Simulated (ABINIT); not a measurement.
The system is HfC.

```
Hf C
1.0
     0.00000    2.32500    2.32500
     2.32500    0.00000    2.32500
     2.32500    2.32500    0.00000
Hf C
1 1
Direct
  0.50000 0.50000 0.50000
  0.00000 0.00000 0.00000
```

Program: ABINIT 10.8.3 (patched build). Alike in all runs: potentials or basis JTH PAW PBE v2.0; cell as given; cutoff (eV) 544; smearing fermi-dirac 0.05 eV. Hardware: 1 thread of Arm Neoverse V2, with other jobs on the host.

Order these runs on this cell by their wall time, lowest first.
A. task band structure; level BLYP; spin off; k mesh 10 × 10 × 10; mesh quality not flagged
B. task single point; level PBE; spin off; k mesh 4 × 4 × 4; mesh quality coarse
C. task band structure; level PW91; spin SOC, no magnetisation; k mesh 10 × 10 × 10; mesh quality not flagged

B (4.3 s), A (33 s), C (160 s).

Caveats: some runs use coarse meshes.
